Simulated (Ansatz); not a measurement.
Sb2Te3 (Bi2Te3 type, space group R-3m), energy against volume

Sb2Te3 (Bi2Te3 type, space group R-3m)

```yaml
crystal:
  lattice:
    - [2.13822, 1.23450, 9.94193]
    - [-2.13822, 1.23450, 9.94193]
    - [0.00000, -2.46900, 9.94193]
  atoms:
    - { symbol: Sb, position: [0.39906, 0.39906, 0.39906] }
    - { symbol: Sb, position: [0.60094, 0.60094, 0.60094] }
    - { symbol: Te, position: [0.00000, 0.00000, 0.00000] }
    - { symbol: Te, position: [0.21016, 0.21016, 0.21016] }
    - { symbol: Te, position: [0.78984, 0.78984, 0.78984] }
```

This relaxed cell (volume V₀) is scaled evenly in all directions, its shape held. The atoms relax within the cell's symmetry.

Level of theory: PBE-D3(BJ) (plane waves to 420 eV, PAW, scalar-relativistic; Ansatz, a program for electronic structure). k mesh 9×9×9 (Γ-centred), Fermi-Dirac smearing 0.05 eV. E stands for the smeared free energy. Compression counts positive. With the shape held, the modulus is that of even scaling; a crystal free to change shape is softer. Sb2Te3 was relaxed with its symmetry unable to fall. Spin-orbit coupling is left out, though Sb and Te are heavy. The PAW data are Ansatz's earlier set. ΔE is measured from the relaxed starting cell.

| V/V₀ | ΔE (meV/atom) | P (GPa) |
|---|---|---|
| 0.900 | 52 | 5.9 |
| 0.917 | 35 | 4.7 |
| 0.933 | 21 | 3.5 |
| 0.950 | 11 | 2.5 |
| 0.967 | 5 | 1.5 |
| 0.983 | 1 | 0.7 |
| 1.000 | 0 | 0.0 |
| 1.017 | 1 | -0.6 |
| 1.033 | 4 | -1.2 |
| 1.050 | 9 | -1.7 |
| 1.067 | 15 | -2.1 |
| 1.083 | 22 | -2.4 |
| 1.100 | 31 | -2.7 |

Key numbers:

```
Quantity                                                                       Value
---------------------------------------------------------------------  -------------
Pressure at the smallest volume                                              5.9 GPa
Energy cost of the largest compression                                   52 meV/atom
Energy cost of the largest expansion                                     31 meV/atom
Bulk modulus at fixed cell shape B₀ (third-order Birch-Murnaghan fit)       40.3 GPa
Pressure derivative B₀′ (fit)                                                    6.7
Equilibrium volume of the fit                                          31.50 Å³/atom
Pressure for 5 % compression (fit)                                           2.5 GPa
```

(A scan under strain: stresses follow from slopes of the energy per volume, elastic moduli from its curvatures.)
